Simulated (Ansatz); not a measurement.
**Magnetic orders of RuS$_{2}$**

Computed with DFT PBE, scalar-relativistic, plane waves, PAW in Ansatz.

```yaml
crystal:
  lattice:
    - [3.43759, 0.00000, 0.00000]
    - [-1.71880, 2.97704, 0.00000]
    - [0.00000, 0.00000, 5.15229]
  atoms:
    - { symbol: Ru, position: [0.00000, 0.00000, 0.00000] }
    - { symbol: S, position: [0.33333, 0.66667, 0.25373] }
    - { symbol: S, position: [0.66667, 0.33333, 0.74627] }
```

```
plane-wave cutoff                               : 420 eV
Γ-centred k-mesh                                : 12×12×8
occupation rule                                 : Gaussian smearing, 0.1 eV
list of starting moments (μB, in atom order)    : 2 0 0
check for lower electronic states after the SCF : off
```

Each order was relaxed in cell and atoms. A propagation vector, in units of the reciprocal vectors, doubles the cell, which takes an equally dense mesh. Site moments are spin moments in atom-centred spheres that scale with the neighbour distance. The states are those that the runs reached from these starts; a lower one can exist.

**Question.** Starts tried: no spin; ferromagnetic; antiferromagnetic, doubled cell, propagation vector (0, 0, 1/2). Which state comes out lowest, and what are the moments?

**Answer.** The lowest state is ferromagnetic, reached from the start “ferromagnetic”, with site moments (μB) Ru +0.48, S +0.06 (×2). The next state lies only 2.99 meV/atom higher, which mesh, smearing and relaxation can turn, so the order isn't settled.

| start | ends | energy above lowest (meV/atom) | site moments (μB) | gap on mesh (eV) | volume (Å³/atom) |
| --- | --- | --- | --- | --- | --- |
| no spin | non-magnetic | 2.99 | none over 0.05 | metal | 17.49 |
| ferromagnetic | ferromagnetic | 0.00 | Ru +0.48, S +0.06 (×2) | metal | 17.58 |
| antiferromagnetic, doubled cell, propagation vector (0, 0, 1/2) | non-magnetic | 2.99 | none over 0.05 | metal | 17.49 |

Cost: 3 runs of about 8.6 core-minutes in all, on Intel Xeon Processor @ 2.50GHz (Skylake/Cascade Lake) (shared hosts).